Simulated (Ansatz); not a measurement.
The system is I.

```
CELL_PARAMETERS angstrom
-2.08938 2.08938 2.08938
2.08938 -2.08938 2.08938
2.08938 2.08938 -2.08938
ATOMIC_POSITIONS crystal
I 0.00000 0.00000 0.00000
```

The real solid is made of molecules; this cell is a model form.

```yaml
Program: Ansatz 0.2.0
Task: relaxation of cell and atoms
Functional: PBEsol
Potentials_or_basis: Ansatz PAW
Cutoff: "420 eV (not typed: the program's choice for these potentials)"
k_mesh: 9 × 9 × 9
Occupations: fermi-dirac, width 0.05 eV
Spin: no spin polarisation
```

At the start: volume 36.48 Å³/atom.

Problem. How do energy, volume and symmetry change on relaxing?

Solution. It ends after 5 steps and the volume is 32.99 Å³/atom (-9.6 %); space group Im-3m (No. 229, to 0.05 Å).

Step by step:
```csv
step,energy change (eV),largest force (eV/Å),volume (Å³)
1,0.0000,0.0000,36.48
2,-0.0257,0.0000,34.35
3,-0.0311,0.0000,32.59
4,-0.0314,0.0000,32.99
5,-0.0308,0.0000,32.99
```

Final structure:
```xyz
1
Lattice="-2.0204 2.0204 2.0204 2.0204 -2.0204 2.0204 2.0204 2.0204 -2.0204" Properties=species:S:1:pos:R:3 pbc="T T T"
I     0.0000    0.0000    0.0000
```

Caveat: the plane-wave basis is chosen anew once the cell has moved, so the energies of steps on either side of that aren't comparable; an odd number of electrons without spin polarisation forces a metal; a magnetic or distorted state may lie lower; the PAW data sets come from PBE, with cores solved anew for the run's functional, which leaves a small shift of forces and pressure.
